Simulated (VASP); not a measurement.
# Ga: molecular dynamics with a thermostat

Ga, I-43d (no. 220), 12 atoms in the cell. PBE, molecular dynamics; PAW potentials Ga (PBE set).

Ensemble: Nose-Hoover chain; Target temperature (K): 1000.

## Input

INCAR:
```
SYSTEM = Ga
ALGO = Fast
EDIFF = 1E-6
ENCUT = 200
GGA = PE
IBRION = 0
ISIF = 2
ISMEAR = -1
ISYM = 0
KPAR = 2
LASPH = .TRUE.
LCHARG = .FALSE.
LREAL = Auto
LWAVE = .FALSE.
MDALGO = 4
NELM = 60
NELMIN = 4
NHC_NCHAINS = 3
NHC_PERIOD = 30
NSW = 60
POTIM = 3.0
PREC = Normal
RANDOM_SEED = 208325 0 0
SIGMA = 0.05
TEBEG = 1000
```

KPOINTS:
```
k-points
0
Monkhorst-Pack
  2 2 2
```

POSCAR:
```
Ga
1.0
    5.9848207012      0.0000000000      0.0000000000
    0.0000000000      5.9848207012      0.0000000000
    0.0000000000      0.0000000000      5.9848207012
Ga
12
Direct
    0.5000000000      0.2500000000      0.1250000000
    0.2500000000      0.1250000000      0.5000000000
    0.7500000000      0.3750000000      0.5000000000
    0.1250000000      0.5000000000      0.2500000000
    0.5000000000      0.7500000000      0.3750000000
    0.3750000000      0.5000000000      0.7500000000
    0.0000000000      0.7500000000      0.6250000000
    0.7500000000      0.6250000000      0.0000000000
    0.2500000000      0.8750000000      0.0000000000
    0.6250000000      0.0000000000      0.7500000000
    0.0000000000      0.2500000000      0.8750000000
    0.8750000000      0.0000000000      0.2500000000
```

Commands:
```
cat potpaw_PBE.64/Ga/POTCAR > POTCAR
mpirun -np 2 vasp_std > vasp.out
```

## Result

- Mean temperature (K): 582
- Rise of the mean potential energy above the start (meV/atom): 71.6
- Electronic steps per ionic step after the first: 4.1

Course of the run:

| Time (fs) | Temperature (K) | Potential energy less the first (meV/atom) |
|---|---|---|
| 3 | 1000 | 0.0 |
| 18 | 887 | 13.5 |
| 30 | 676 | 39.0 |
| 45 | 414 | 71.5 |
| 57 | 330 | 83.4 |
| 72 | 387 | 80.4 |
| 84 | 458 | 77.1 |
| 99 | 502 | 80.6 |
| 111 | 522 | 85.3 |
| 126 | 538 | 91.4 |
| 138 | 540 | 96.4 |
| 153 | 579 | 97.5 |
| 165 | 687 | 89.4 |
| 180 | 878 | 73.5 |

REPORT:
```
MDALGO =   4
           NHC_NCHAINS =   3
            NHC_PERIOD =    30
            NHC_NRESPA =    1
                NHC_NS =  1
               SCALING =       0
                 CNEXP =     9.000   14.000
           RANDOM_SEED =            208325                0                0

   original number of atomic DOF:         33
   number of independent constraints:      0
   number of active DOF:                  33

========================================
         MD step No.       1
========================================

  Atomic velocities initialized by STEP_tb

  >Nose-Hoover_chains
                       xs       vs(fs^-1)
   nhc_s>  -0.68561803E-11  -0.91406215E-11
   nhc_s>  -0.13889371E-03  -0.18519805E-03
   nhc_s>  -0.13888889E-03  -0.18515946E-03

  >Energies
                    E_tot             E_pot             E_kin               EPS                ES
   e_b>   -0.34560136E+02   -0.35982004E+02    0.14218686E+01    0.23935520E-04   -0.23937618E-04

  >Temperature
               T_sim     T_inst
   tmprt>   1000.000   1000.000

           RANDOM_SEED =            208325               72                0

[... steps left out ...]

========================================
         MD step No.      60
========================================

  >Nose-Hoover_chains
                       xs       vs(fs^-1)
   nhc_s>  -0.48482588E+00  -0.23758133E-02
   nhc_s>   0.18170292E+01   0.12999389E-01
   nhc_s>   0.54909470E+00   0.31317947E-01

  >Energies
                    E_tot             E_pot             E_kin               EPS                ES
   e_b>   -0.34559440E+02   -0.35099594E+02    0.12486810E+01    0.46629255E+00   -0.11748194E+01

  >Temperature
               T_sim     T_inst
   tmprt>   1000.000    878.197

           RANDOM_SEED =            208325               72                0
```

OSZICAR:
```
N       E                     dE             d eps       ncg     rms          rms(c)
DAV:   1     0.489062880527E+02    0.48906E+02   -0.69915E+03   200   0.535E+02
DAV:   2    -0.320411183285E+02   -0.80947E+02   -0.79008E+02   246   0.107E+02
DAV:   3    -0.363292620750E+02   -0.42881E+01   -0.42387E+01   272   0.251E+01
DAV:   4    -0.363677068649E+02   -0.38445E-01   -0.38271E-01   256   0.239E+00
DAV:   5    -0.363679358447E+02   -0.22898E-03   -0.22892E-03   236   0.179E-01    0.758E+00
RMM:   6    -0.361322363760E+02    0.23570E+00   -0.35449E-02   200   0.125E+00    0.436E+00
RMM:   7    -0.359819215913E+02    0.15031E+00   -0.89528E-02   200   0.185E+00    0.371E-01
RMM:   8    -0.359819590355E+02   -0.37444E-04   -0.51324E-03   200   0.311E-01    0.500E-02
RMM:   9    -0.359819931494E+02   -0.34114E-04   -0.42104E-04   212   0.775E-02    0.188E-02
RMM:  10    -0.359820101984E+02   -0.17049E-04   -0.39127E-05   199   0.217E-02    0.174E-02
RMM:  11    -0.359820047331E+02    0.54653E-05   -0.66362E-06   158   0.918E-03    0.700E-04
RMM:  12    -0.359820044276E+02    0.30555E-06   -0.11704E-06   109   0.287E-03
[... left out ...]
     58 T=   804. E= -.34550784E+02 F= -.35028096E+02 E0= -.34994650E+02  EK= 0.11511E+01 SP= -.12E+01 SK= 0.48E+00
     59 T=   842. E= -.34550643E+02 F= -.35066232E+02 E0= -.35032076E+02  EK= 0.12065E+01 SP= -.12E+01 SK= 0.47E+00
[... last step whole ...]
       N       E                     dE             d eps       ncg     rms          rms(c)
DAV:   1    -0.350995911089E+02   -0.33359E-01   -0.13976E-02   236   0.987E-01    0.292E-03
RMM:   2    -0.350995934097E+02   -0.23007E-05   -0.27030E-05   200   0.236E-02    0.178E-03
RMM:   3    -0.350995936355E+02   -0.22579E-06   -0.18132E-06   128   0.561E-03    0.123E-03
RMM:   4    -0.350995937227E+02   -0.87191E-07   -0.18784E-07    78   0.158E-03
     60 T=   878. E= -.34550551E+02 F= -.35099594E+02 E0= -.35064689E+02  EK= 0.12576E+01 SP= -.12E+01 SK= 0.47E+00
```

Limits: 180 fs of 12 atoms are too short for converged averages.

VASP 6.6.1 took 222 s on 2 cores (Intel Xeon Platinum 8375C @ 2.90GHz (Ice Lake)), a shared host.
